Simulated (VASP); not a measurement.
Computed with optB88-vdW, VASP's PBE PAW potentials (set 64) (plane waves; VASP).

A VASP calculation is set up with these files.

KPOINTS:
```
Automatic mesh
0
Gamma
6 6 6
0 0 0
```

### INCAR
```
PARAM2 = 0.22
ISIF = 2
LCHARG = F
PREC = Accurate
LMAXMIX = 4   ! l cut-off of mixed one-centre charges
SYSTEM = CsBr
ENCUT = 520
NELM = 100   ! most electronic steps
LWAVE = F
ALGO = Normal
LUSE_VDW = T
LASPH = T   ! aspherical one-centre terms
LREAL = F   ! projection in real space or not
GGA = BO
ISMEAR = 0
AGGAC = 0.0
SIGMA = 0.05   ! width (eV)
PARAM1 = 0.1833333333
EDIFF = 1E-7   ! SCF stop (eV)
```

File POSCAR:
```
CsBr
1.0
  4.2856961271   0.0000000000   0.0000000000
  0.0000000000   4.2856961271   0.0000000000
  0.0000000000   0.0000000000   4.2856961271
Cs Br
1 1
Cart
  0.0000000000   0.0000000000   0.0000000000
  2.1428480635   2.1428480635   2.1428480635
```

POTCAR, in this order: Cs_sv Br (PBE.64 set). Program: vasp_std.

The resulting files:

### OSZICAR
```
       N       E                     dE             d eps       ncg     rms          rms(c)
DAV:   1     0.102259626037E+03    0.10226E+03   -0.66369E+03   480   0.112E+03
DAV:   2     0.536264809649E+01   -0.96897E+02   -0.89926E+02   728   0.183E+02
DAV:   3    -0.195535122600E+01   -0.73180E+01   -0.72967E+01   612   0.578E+01
DAV:   4    -0.202965923600E+01   -0.74308E-01   -0.74277E-01   556   0.691E+00
DAV:   5    -0.203029588779E+01   -0.63665E-03   -0.63659E-03   604   0.635E-01    0.182E+00
DAV:   6    -0.177800671789E+01    0.25229E+00   -0.39581E-01   532   0.322E+00    0.102E+00
DAV:   7    -0.173671443304E+01    0.41292E-01   -0.18549E-01   608   0.226E+00    0.552E-01
DAV:   8    -0.173743128917E+01   -0.71686E-03   -0.12489E-02   544   0.815E-01    0.932E-02
DAV:   9    -0.173757059795E+01   -0.13931E-03   -0.17913E-03   604   0.277E-01    0.715E-02
DAV:  10    -0.173766042850E+01   -0.89831E-04   -0.13383E-04   556   0.107E-01    0.104E-02
DAV:  11    -0.173766756830E+01   -0.71398E-05   -0.17131E-05   572   0.328E-02    0.324E-03
DAV:  12    -0.173766810890E+01   -0.54059E-06   -0.31064E-06   568   0.123E-02    0.963E-04
DAV:  13    -0.173766809324E+01    0.15657E-07   -0.94803E-08   396   0.254E-03
   1 F= -.17376681E+01 E0= -.17376681E+01  d E =-.116619E-11
```

File OUTCAR:
```
------------------------ aborting loop because EDIFF is reached ----------------------------------------
  FORCE on cell =-STRESS in cart. coord.  units (eV):
  Direction    XX          YY          ZZ          XY          YZ          ZX
  --------------------------------------------------------------------------------------
  Total       -0.0153829     -0.0153829     -0.0153829      0.0000000      0.0000000      0.0000000
  in kB       -0.3131021     -0.3131021     -0.3131021      0.0000000      0.0000000      0.0000000
  external PRESSURE =      -0.3131021 kB  Pullay stress =       0.0000000 kB
  volume of cell :       78.72
      direct lattice vectors                 reciprocal lattice vectors
     4.285696127  0.000000000  0.000000000     0.233334322  0.000000000  0.000000000
     0.000000000  4.285696127  0.000000000     0.000000000  0.233334322  0.000000000
     0.000000000  0.000000000  4.285696127     0.000000000  0.000000000  0.233334322
 POSITION                                       TOTAL-FORCE (eV/Angst)
 -----------------------------------------------------------------------------------
      0.00000      0.00000      0.00000         0.000000      0.000000      0.000000
      2.14285      2.14285      2.14285         0.000000      0.000000      0.000000
 -----------------------------------------------------------------------------------
    total drift:                                0.000000      0.000000     -0.000000
  FREE ENERGIE OF THE ION-ELECTRON SYSTEM (eV)
  ---------------------------------------------------
  free  energy   TOTEN  =        -1.7376680932 eV

  energy  without entropy=       -1.7376680932  energy(sigma->0) =       -1.73766809
```
(Selected blocks of OUTCAR.)

The compound is CsBr in the CsCl type structure. It was relaxed first.
